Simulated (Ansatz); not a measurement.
## Au in Ansatz: the effect of functional

Au:

```xyz
1
Lattice="-1.6898 1.6898 1.6898 1.6898 -1.6898 1.6898 1.6898 1.6898 -1.6898" Properties=species:S:1:pos:R:3 pbc="T T T"
Au    0.0000    0.0000    0.0000
```

This isn't the form of Au at room conditions, which is fcc.

The cell isn't the ideal one: volume scaled by 1.06.

Alike in all runs:

| Property | Result |
| --- | --- |
| Program | Ansatz 0.2.0 |
| Task | single point |
| Potentials or basis | Ansatz PAW |
| k mesh | 11 × 11 × 11 |
| Occupations | fermi-dirac, width 0.05 eV |
| Spin | no spin polarisation |

| functional | cutoff | pressure (GPa) |
| --- | --- | --- |
| LDA | 420 eV (not typed: the program's choice for these potentials) | -18.2 |
| PBEsol | 420 eV (not typed: the program's choice for these potentials) | -14.4 |
| r2SCAN | 500 eV (not typed: the program's choice for these potentials) | ? |

Q: What does the run with functional r2SCAN give?

A: Pressure -10.3 GPa.

Caveats: the PAW data sets come from PBE, with cores solved anew for the run's functional, which leaves a small shift of forces and pressure.
